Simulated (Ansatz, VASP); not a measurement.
**Ba: VASP beside Ansatz**

```
Ba
1.0
    -2.62500    2.62500    2.50000
     2.62500   -2.62500    2.50000
     2.62500    2.62500   -2.50000
Ba
1
Direct
  0.00000 0.00000 0.00000
```

Change from the starting cell: strain +0.050 along x and y, +0.000 along z, atoms carried along.

Alike in both runs: task single point; functional PBE; k mesh 14 × 14 × 14; occupations gaussian, width 0.15 eV; no spin polarisation.

|  | VASP | Ansatz |
| --- | --- | --- |
| version | VASP 6.6.1 | Ansatz 0.2.0 |
| potentials or method | VASP PAW PBE potentials, release 64 (Ba_sv) | scalar-relativistic, plane waves, PAW |
| plane-wave cutoff (eV) | 520 | 420 |
| valence electrons in the cell | 10 | 10 |

```csv
,VASP,Ansatz,Ansatz less VASP
gap on the k mesh at the Fermi level (eV),none,none,-
pressure (GPa),-0.6,-0.6,-0.03
largest component of the traceless stress (GPa),0.14,0.14,-0.002
```

A gap of «none» marks a metal or a gap that the smearing closes.

The runs have no spin-orbit coupling, so splittings on Ba are missing.
